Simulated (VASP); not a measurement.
Write the native input for VASP 6.6.1 that does the following.

- Task: band structure
- Functional: LDA
- Potentials or basis: VASP PAW LDA potentials, release 64 (Si)
- Cutoff: 300 eV
- k mesh: 4 × 4 × 4
- Occupations: gaussian, width 0.02 eV
- Spin: no spin polarisation
- Further INCAR settings: ALGO = Fast; EDIFF = 1e-06; NBANDS = 11

The structure of Si lies in POSCAR:

```
Si                                      
1.0
    0.0000000000      2.7064326151      2.7064326151
    2.7064326151      0.0000000000      2.7064326151
    2.7064326151      2.7064326151      0.0000000000
  Si            
     2
Direct
     0.7500000000000000    0.7500000000000000    0.7500000000000000
     0.5000000000000000    0.5000000000000000    0.5000000000000000
```

The input as run:

INCAR

```
PREC     = Accurate       # precision mode
ENCUT    = 300            # plane-wave cutoff, eV
EDIFF    = 1E-6           # SCF threshold, eV
ISMEAR   = 0              # smearing method
SIGMA    = 0.02           # smearing width, eV
LREAL    = False          # projectors in reciprocal space
LASPH    = True           # aspherical terms in the spheres
NELM     = 100            # most SCF steps
ALGO     = Fast           # electronic algorithm
ISIF     = 2              # what is computed and relaxed
LWAVE    = False          # write WAVECAR
LCHARG   = False          # write CHGCAR
GGA      = CA             # functional
NBANDS   = 11             # bands
```

KPOINTS

```
Automatic mesh
0
Gamma
  4 4 4
```

KPOINTS_OPT

```
path GXWKGLUWLK,UX
10
line-mode
reciprocal
 0.0000000000  0.0000000000  0.0000000000  G
 0.5000000000  0.0000000000  0.5000000000  X

 0.5000000000  0.0000000000  0.5000000000  X
 0.5000000000  0.2500000000  0.7500000000  W

 0.5000000000  0.2500000000  0.7500000000  W
 0.3750000000  0.3750000000  0.7500000000  K

 0.3750000000  0.3750000000  0.7500000000  K
 0.0000000000  0.0000000000  0.0000000000  G

 0.0000000000  0.0000000000  0.0000000000  G
 0.5000000000  0.5000000000  0.5000000000  L

 0.5000000000  0.5000000000  0.5000000000  L
 0.6250000000  0.2500000000  0.6250000000  U

 0.6250000000  0.2500000000  0.6250000000  U
 0.5000000000  0.2500000000  0.7500000000  W

 0.5000000000  0.2500000000  0.7500000000  W
 0.5000000000  0.5000000000  0.5000000000  L

 0.5000000000  0.5000000000  0.5000000000  L
 0.3750000000  0.3750000000  0.7500000000  K

 0.6250000000  0.2500000000  0.6250000000  U
 0.5000000000  0.0000000000  0.5000000000  X
```

Potentials or basis: VASP PAW LDA potentials, release 64 (Si).

Run with:

```console
$ cat potpaw_LDA.64/Si/POTCAR > POTCAR
$ mpirun -np 1 vasp_std > vasp.out
```

Results of the run:

```
Pressure                : 0.0 GPa
Band gap on the k mesh  : 0.55 eV, indirect (least direct gap 2.51 eV)
Band gap along the path : 0.43 eV, indirect (least direct gap 2.51 eV)
```

Caveat: the k mesh is coarse (spacing up to 0.50 Å⁻¹), so the values aren't converged; the cutoff is under 1.25 times the usual one of these potentials, so pressure, stress and relaxed cells hold a basis-set (Pulay) error; the mesh misses the band edges, which the band path finds closer together.

Run time: 10 s on 1 thread of AMD EPYC 7R13 Processor (Zen 3), with other jobs on the host, peak memory 0.08 GiB.
